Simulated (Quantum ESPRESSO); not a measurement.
# NiO: zone-centre phonons under several settings

```
Ni O
1.0
     2.50462    0.00000    0.00000
     0.00000    2.50462    0.00000
     0.00000    0.00000    2.50462
Ni O
1 1
Direct
  0.00000 0.00000 0.00000
  0.50000 0.50000 0.50000
```

Measurements of this composition are mostly on another form, of space group No. 225.

All runs used Quantum ESPRESSO 7.5; potentials GBRV 1.5 LDA; k mesh 6 × 6 × 6, shifted; collinear spin, ferromagnetic start; cutoff 612 eV; occupations fermi-dirac, width 0.05 eV.

```tsv
level	geometry	volume (Å³/atom)	pressure (GPa)	lowest optical mode without the field (cm⁻¹)
LDA	relaxed at 0 GPa	?	0.1	?
LDA	relaxed at 5 GPa	7.86	5.0	64
LDA	relaxed at 10 GPa	7.73	9.9	112
LDA	relaxed at 20 GPa	7.49	19.9	174
LDA	relaxed at 40 GPa	7.10	40.0	264
```

What stands in the row left open?

Volume 8.01 Å³/atom; lowest optical mode without the field 67i cm⁻¹.

Values marked i are imaginary: the cell is unstable against those modes at that level, or the meshes are too thin.

Caveats: all runs use coarse meshes; the mesh is thin for the phonons of a metal; a cell with one magnetic atom can't hold antiferromagnetic order, which such compounds often take; the cell is more than 3 GPa from zero pressure, which shifts response properties (some runs); some modes are imaginary (some runs).

For the row left open. Caveat: the k mesh is coarse (spacing up to 0.42 Å⁻¹), so the values aren't converged; the mesh is thin for the phonons of a metal; some modes are imaginary; a cell with one magnetic atom can't hold antiferromagnetic order, which such compounds often take.
